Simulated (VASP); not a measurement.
From an Ansatz input to VASP: SrTiO3 (cubic perovskite)

Ansatz input

```yaml
crystal:
  lattice:
    - [3.9068515016, 0.0, 0.0]
    - [0.0, 3.9068515016, 0.0]
    - [0.0, 0.0, 3.9068515016]
  atoms:
    - { symbol: Sr, position: [0.0, 0.0, 0.0] }
    - { symbol: Ti, position: [0.5, 0.5, 0.5] }
    - { symbol: O, position: [0.5, 0.5, 0.0] }
    - { symbol: O, position: [0.5, 0.0, 0.5] }
    - { symbol: O, position: [0.0, 0.5, 0.5] }
kpoints:
  mp_grid: { grid: [6, 6, 6] }
  band_path:
    path: [[0.0, 0.0, 0.0], [0.0, 0.5, 0.0], [0.5, 0.5, 0.0], [0.5, 0.5, 0.5]]
    npoints: 1
hamiltonian:
  xc: r2scan
scf:
  occupations: { method: fixed }
  n_extra_bands: 5
output:
  forces: true
  stress: true
  eigenvalues: true
```

Translate this input to VASP.



INCAR

```
NBANDS = 28
LCHARG = .FALSE.
METAGGA = R2SCAN
ISMEAR = 0
ALGO = Normal
PREC = Accurate
SIGMA = 0.01
IBRION = -1
LASPH = .TRUE.
LREAL = .FALSE.
EDIFF = 1E-7
LWAVE = .FALSE.
ISIF = 2
NELM = 120
ENCUT = 520
NSW = 0
```

KPOINTS

```
KPOINTS created by Atomic Simulation Environment
0
Gamma
6 6 6
0 0 0
```

KPOINTS_OPT

```
special points
4
Reciprocal
0.0000000000 0.0000000000 0.0000000000 1
0.0000000000 0.5000000000 0.0000000000 1
0.5000000000 0.5000000000 0.0000000000 1
0.5000000000 0.5000000000 0.5000000000 1
```

POSCAR

```
Sr Ti O
 1.0000000000000000
     3.9068515015636387    0.0000000000000000    0.0000000000000000
     0.0000000000000000    3.9068515015636387    0.0000000000000000
     0.0000000000000000    0.0000000000000000    3.9068515015636387
 Sr  Ti  O
   1   1   3
Cartesian
  0.0000000000000000 -0.0000000000000000  0.0000000000000000
  1.9534257507818193  1.9534257507818193  1.9534257507818193
  1.9534257507818193  1.9534257507818193 -0.0000000000000000
  1.9534257507818193  0.0000000000000000  1.9534257507818193
  0.0000000000000000  1.9534257507818193  1.9534257507818193
```

VASP ran with the recommended PBE PAW datasets (40 valence electrons in the cell). Other inputs would serve too.

```
                            Ansatz     VASP
gap between bands v and c  2.26 eV  2.27 eV
         least direct gap  2.63 eV  2.66 eV
                 pressure  0.0 GPa  0.9 GPa
```

The two codes use different PAW datasets and cutoffs. VASP's cell holds 40 valence electrons and Ansatz's 40. Ansatz's stress includes a Pulay correction; VASP's doesn't.
